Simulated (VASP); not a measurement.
## CdS (Greenockite): band structure with BLYP

**Measured values to compare with.**

“Isotope dependence of band-gap energy”, 2008, arxiv:0807.2152 quotes, for a bulk crystal of CdS: band gap 2.5809 ± 0.0002 eV.

Crystal: CdS (Greenockite).

```
Cd S
1.0
     4.15000    0.00000    0.00000
    -2.07500    3.59401    0.00000
     0.00000    0.00000    6.73700
Cd S
2 2
Direct
  0.66667 0.33333 0.50000
  0.33333 0.66667 0.00000
  0.66667 0.33333 0.87500
  0.33333 0.66667 0.37500
```

- Program: VASP 6.6.1
- Task: band structure
- Functional: BLYP
- Potentials or basis: VASP PAW PBE potentials, release 64 (Cd, S)
- Cutoff: 520 eV
- k mesh: 7 × 7 × 4
- Occupations: fermi-dirac, width 0.05 eV
- Spin: no spin polarisation
- Further INCAR settings: ALGO = Normal; EDIFF = 1e-07

- Pressure: 5.7 GPa
- Largest force: 0.068 eV/Å
- Band gap on the k mesh: 1.16 eV, direct
- Band gap along the path: 1.16 eV, direct

Forces in eV/Å, atoms in the order of the input:
```
Cd   0.000  0.000 -0.068
Cd   0.000  0.000 -0.068
S    0.000  0.000  0.068
S    0.000  0.000  0.068
```

Stress tensor (GPa, compression positive):
```
5.39 0.00 0.00
0.00 5.39 0.00
0.00 0.00 6.22
```

Levels at the corners of the path, in eV from the valence-band top:
```tsv
point	band 15	band 16	band 17	band 18	band 19	band 20	band 21	band 22
Γ	-0.75	-0.04	0.00	0.00	1.16	2.77	6.47	6.47
M	-2.59	-1.83	-1.26	-0.72	3.68	3.90	5.18	6.37
M	-2.59	-1.83	-1.26	-0.72	3.68	3.90	5.18	6.37
K	-3.00	-1.80	-1.80	-1.58	4.74	5.01	5.01	7.23
K	-3.00	-1.80	-1.80	-1.58	4.74	5.01	5.01	7.23
Γ	-0.75	-0.04	0.00	0.00	1.16	2.77	6.47	6.47
Γ	-0.75	-0.04	0.00	0.00	1.16	2.77	6.47	6.47
A	-0.39	-0.39	-0.39	-0.39	2.81	2.81	6.24	6.24
A	-0.39	-0.39	-0.39	-0.39	2.81	2.81	6.24	6.24
L	-1.31	-1.31	-1.30	-1.30	3.49	3.49	5.43	5.43
L	-1.31	-1.31	-1.30	-1.30	3.49	3.49	5.43	5.43
H	-2.35	-2.35	-1.10	-1.10	4.37	4.37	6.18	6.18
H	-2.35	-2.35	-1.10	-1.10	4.37	4.37	6.18	6.18
A	-0.39	-0.39	-0.39	-0.39	2.81	2.81	6.24	6.24
L	-1.31	-1.31	-1.30	-1.30	3.49	3.49	5.43	5.43
M	-2.59	-1.83	-1.26	-0.72	3.68	3.90	5.18	6.37
K	-3.00	-1.80	-1.80	-1.58	4.74	5.01	5.01	7.23
H	-2.35	-2.35	-1.10	-1.10	4.37	4.37	6.18	6.18
```

Wall time 2.4 min on 1 thread of AMD EPYC 9R45 (Zen 5), on a shared host, peak memory 0.22 GiB.

A measured gap of CdS is 2.5809 eV (quoted in “Isotope dependence of band-gap energy”, 2008, arxiv:0807.2152); the calculated 1.16 eV misses it by -1.42 eV. So large a miss can be the level of theory's own, or it may mean another phase, state or a wrong row. Spin-orbit coupling on Cd is left out. The value is that of BLYP, without temperature or zero-point motion. Semilocal functionals fall short of measured gaps as a rule.

Caveat: the PAW data sets were made with another functional, which shifts forces and pressure a little.
